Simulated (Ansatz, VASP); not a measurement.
## F in VASP and in Ansatz

```
CELL_PARAMETERS angstrom
2.84111 -1.61423 -0.13369
2.84111 1.61423 -0.13369
-1.93409 0.00000 7.02530
ATOMIC_POSITIONS crystal
F 0.07798 0.07798 0.09573
F 0.92202 0.92202 0.90427
F 0.49904 0.49904 0.59588
F 0.50096 0.50096 0.40412
```

Alike in both runs: task relaxation of shape and atoms at fixed volume; functional PBE; dispersion D3(BJ); k mesh 8 × 8 × 4; occupations gaussian, width 0.02 eV; no spin polarisation.

|  | VASP | Ansatz |
| --- | --- | --- |
| version | VASP 6.6.1 | Ansatz 0.2.0 |
| potentials or method | VASP PAW PBE potentials, release 64 (F) | scalar-relativistic, plane waves, PAW |
| plane-wave cutoff (eV) | 600 | 420 |
| valence electrons in the cell | 28 | 28 |

|  | VASP | Ansatz | Ansatz less VASP |
| --- | --- | --- | --- |
| gap on the k mesh at the Fermi level, each at its own relaxed structure (eV) | 2.55 | 2.73 | +0.181 |
| relaxed volume (Å³/atom) | 15.90 | 15.90 | 0.000 |
| relaxed cell length with the largest relative difference (Å) | 7.229 | 7.335 | +0.1057 |
| energy change over the relaxation (meV/atom) | -6 | -2 | +3.9 |

A k mesh can miss the band edges. Expect the measured gap to be larger: semilocal functionals such as PBE lack the derivative discontinuity.
